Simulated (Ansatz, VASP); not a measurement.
**Co: VASP beside Ansatz**

INCAR

```
PREC = Accurate
ENCUT = 520
EDIFF = 1E-7
ISMEAR = -1
SIGMA = 0.05
LREAL = F
LASPH = T
NELM = 150
ALGO = Normal
ISIF = 2
LWAVE = F
LCHARG = T
ISPIN = 2
MAGMOM = 2 2 2 2
LORBIT = 11
LMAXMIX = 4
GGA = RP
LELF = T
LVHAR = T
NBANDS = 30
```

File KPOINTS:

```
Automatic mesh
0
Gamma
  12 12 4
```

File POSCAR:

```
Co
1.0
    2.4201280013      0.0000000000      0.0000000000
   -1.2100640007      2.0958923296      0.0000000000
    0.0000000000      0.0000000000      7.9231214745
Co
4
Direct
    0.6666666667      0.3333333333      0.7500000000
    0.0000000000      0.0000000000      0.5000000000
    0.3333333333      0.6666666667      0.2500000000
    0.0000000000      0.0000000000      0.0000000000
```

Contents of input.yaml:

```yaml
crystal:
  lattice:
    - [2.4201280013, 0.0, 0.0]
    - [-1.2100640007, 2.0958923296, 0.0]
    - [0.0, 0.0, 7.9231214745]
  atoms:
    - { symbol: Co, position: [0.6666666667, 0.3333333333, 0.75], spin: 2.0 }
    - { symbol: Co, position: [0.0, 0.0, 0.5], spin: 2.0 }
    - { symbol: Co, position: [0.3333333333, 0.6666666667, 0.25], spin: 2.0 }
    - { symbol: Co, position: [0.0, 0.0, 0.0], spin: 2.0 }
hamiltonian:
  xc: rpbe
  pseudopotentials: { kind: paw }
magnetization:
  spin_polarized: true
kpoints:
  mp_grid: { grid: [12, 12, 4] }
scf:
  occupations: { method: fermi_dirac, width: 0.05 }
output:
  forces: true
  stress: true
  eigenvalues: true
  write_density: true
  write_potential: true
  elf: true
  volumetric_format: npy
```

Alike in both runs: task single point; functional RPBE; k mesh 12 × 12 × 4; occupations fermi-dirac, width 0.05 eV; collinear spin.

|  | VASP | Ansatz |
| --- | --- | --- |
| version | VASP 6.6.1 | Ansatz 0.2.0 |
| potentials or method | VASP PAW PBE potentials, release 64 (Co) | Ansatz PAW |
| plane-wave cutoff (eV) | 520 | 420 |
| valence electrons in the cell | 36 | 68 |

Ansatz gave:

```
gap on the k mesh at the Fermi level (eV)                     : none
pressure (GPa)                                                : 27.3
largest component of the traceless stress (GPa)               : 2.81
net moment per atom (μB)                                      : 1.59
size of the moment on the site where the two differ most (μB) : 1.67
```

Q: Estimate VASP's values.

A: gap on the k mesh at the Fermi level (eV): none; pressure (GPa): 26.0; largest component of the traceless stress (GPa): 2.70; net moment per atom (μB): 1.58; size of the moment on the site where the two differ most (μB): 1.59.

Site moments also hang on the region over which each program counts them. A gap of «none» marks a metal or a gap that the smearing closes. The two sets of potentials don't hold the same shells in valence.

Caveats: so large a pressure means that the cell lies far from this level's equilibrium, or that cutoff or potentials fall short (VASP); the potentials were made for another functional, which shifts forces and pressure (VASP); the PAW data sets come from PBE, with cores solved anew for the run's functional, which leaves a small shift of forces and pressure (Ansatz).
